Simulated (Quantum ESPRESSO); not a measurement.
Input of a Quantum ESPRESSO 7.5 run:

pw.in

```
&CONTROL
  calculation = 'scf'
  prefix = 'pwscf'
  outdir = './tmp'
  pseudo_dir = './pseudo'
  tprnfor = .true.
  tstress = .true.
  disk_io = 'low'
/
&SYSTEM
  ibrav = 0
  nat = 2
  ntyp = 2
  ecutwfc = 84
  nbnd = 15
  occupations = 'smearing'
  smearing = 'fd'
  degauss = 0.00367493
/
&ELECTRONS
  conv_thr = 4d-10
  electron_maxstep = 120
  mixing_beta = 0.5
/
ATOMIC_SPECIES
As    74.9216 As.upf
B     10.8100 B.upf
CELL_PARAMETERS angstrom
   0.0000000000    2.3885000000    2.3885000000
   2.3885000000    0.0000000000    2.3885000000
   2.3885000000    2.3885000000    0.0000000000
ATOMIC_POSITIONS angstrom
As     3.5827500000    3.5827500000    3.5827500000
B      0.0000000000    0.0000000000    0.0000000000
K_POINTS automatic
10 10 10 0 0 0
```

The input bands.in:

```
&CONTROL
  calculation = 'bands'
  prefix = 'pwscf'
  outdir = './tmp'
  pseudo_dir = './pseudo'
  disk_io = 'low'
  verbosity = 'high'
/
&SYSTEM
  ibrav = 0
  nat = 2
  ntyp = 2
  ecutwfc = 84
  nbnd = 15
  occupations = 'smearing'
  smearing = 'fd'
  degauss = 0.00367493
/
&ELECTRONS
  conv_thr = 1d-08
  electron_maxstep = 120
  mixing_beta = 0.5
  diago_full_acc = .true.
/
ATOMIC_SPECIES
As    74.9216 As.upf
B     10.8100 B.upf
CELL_PARAMETERS angstrom
   0.0000000000    2.3885000000    2.3885000000
   2.3885000000    0.0000000000    2.3885000000
   2.3885000000    2.3885000000    0.0000000000
ATOMIC_POSITIONS angstrom
As     3.5827500000    3.5827500000    3.5827500000
B      0.0000000000    0.0000000000    0.0000000000
K_POINTS crystal
60
 0.0000000000  0.0000000000  0.0000000000 1
 0.0625000000  0.0000000000  0.0625000000 1
 0.1250000000  0.0000000000  0.1250000000 1
 0.1875000000  0.0000000000  0.1875000000 1
 0.2500000000  0.0000000000  0.2500000000 1
 0.3125000000  0.0000000000  0.3125000000 1
 0.3750000000  0.0000000000  0.3750000000 1
 0.4375000000  0.0000000000  0.4375000000 1
 0.5000000000  0.0000000000  0.5000000000 1
 0.5000000000  0.0625000000  0.5625000000 1
 0.5000000000  0.1250000000  0.6250000000 1
 0.5000000000  0.1875000000  0.6875000000 1
 0.5000000000  0.2500000000  0.7500000000 1
 0.4375000000  0.3125000000  0.7500000000 1
 0.3750000000  0.3750000000  0.7500000000 1
 0.3375000000  0.3375000000  0.6750000000 1
 0.3000000000  0.3000000000  0.6000000000 1
 0.2625000000  0.2625000000  0.5250000000 1
 0.2250000000  0.2250000000  0.4500000000 1
 0.1875000000  0.1875000000  0.3750000000 1
 0.1500000000  0.1500000000  0.3000000000 1
 0.1125000000  0.1125000000  0.2250000000 1
 0.0750000000  0.0750000000  0.1500000000 1
 0.0375000000  0.0375000000  0.0750000000 1
 0.0000000000  0.0000000000  0.0000000000 1
 0.0625000000  0.0625000000  0.0625000000 1
 0.1250000000  0.1250000000  0.1250000000 1
 0.1875000000  0.1875000000  0.1875000000 1
 0.2500000000  0.2500000000  0.2500000000 1
 0.3125000000  0.3125000000  0.3125000000 1
 0.3750000000  0.3750000000  0.3750000000 1
 0.4375000000  0.4375000000  0.4375000000 1
 0.5000000000  0.5000000000  0.5000000000 1
 0.5250000000  0.4500000000  0.5250000000 1
 0.5500000000  0.4000000000  0.5500000000 1
 0.5750000000  0.3500000000  0.5750000000 1
 0.6000000000  0.3000000000  0.6000000000 1
 0.6250000000  0.2500000000  0.6250000000 1
 0.5833333333  0.2500000000  0.6666666667 1
 0.5416666667  0.2500000000  0.7083333333 1
 0.5000000000  0.2500000000  0.7500000000 1
 0.5000000000  0.2857142857  0.7142857143 1
 0.5000000000  0.3214285714  0.6785714286 1
 0.5000000000  0.3571428571  0.6428571429 1
 0.5000000000  0.3928571429  0.6071428571 1
 0.5000000000  0.4285714286  0.5714285714 1
 0.5000000000  0.4642857143  0.5357142857 1
 0.5000000000  0.5000000000  0.5000000000 1
 0.4821428571  0.4821428571  0.5357142857 1
 0.4642857143  0.4642857143  0.5714285714 1
 0.4464285714  0.4464285714  0.6071428571 1
 0.4285714286  0.4285714286  0.6428571429 1
 0.4107142857  0.4107142857  0.6785714286 1
 0.3928571429  0.3928571429  0.7142857143 1
 0.3750000000  0.3750000000  0.7500000000 1
 0.6250000000  0.2500000000  0.6250000000 1
 0.5937500000  0.1875000000  0.5937500000 1
 0.5625000000  0.1250000000  0.5625000000 1
 0.5312500000  0.0625000000  0.5312500000 1
 0.5000000000  0.0000000000  0.5000000000 1
```

Potentials or basis: PseudoDojo 0.4.1 SR PBE standard.

The run is started by

```bash
$ OMP_NUM_THREADS=1 pw.x -in pw.in > pw.out
$ OMP_NUM_THREADS=1 pw.x -in bands.in > bands.out
```

Estimate the pressure.

2.7 GPa.

What does it give for the band gap along the path?

1.21 eV, indirect (least direct gap 3.29 eV).

Levels at the corners of the path, in eV from the valence-band top:
```
point  band 6  band 7  band 8  band 9  band 10  band 11  band 12  band 13
    Γ  -15.40    0.00    0.00    0.00     3.29     3.29     3.29     4.69
    X  -11.22   -8.51   -4.07   -4.07     1.45     1.46    11.39    11.39
    W  -11.06   -8.05   -5.48   -5.18     5.28     5.95     6.83     7.06
    K  -11.26   -8.13   -5.94   -3.48     2.06     5.57     9.24     9.78
    Γ  -15.40    0.00    0.00    0.00     3.29     3.29     3.29     4.69
    L  -12.53   -8.77   -1.82   -1.82     2.70     4.81     4.81     8.91
    U  -11.26   -8.13   -5.94   -3.48     2.06     5.57     9.24     9.78
    W  -11.06   -8.05   -5.48   -5.18     5.28     5.95     6.83     7.06
    L  -12.53   -8.77   -1.82   -1.82     2.70     4.81     4.81     8.91
    K  -11.26   -8.13   -5.94   -3.48     2.06     5.57     9.24     9.78
    U  -11.26   -8.13   -5.94   -3.48     2.06     5.57     9.24     9.78
    X  -11.22   -8.51   -4.07   -4.07     1.45     1.46    11.39    11.39
```

Expect the measured gap to be larger: semilocal functionals such as PBE lack the derivative discontinuity.
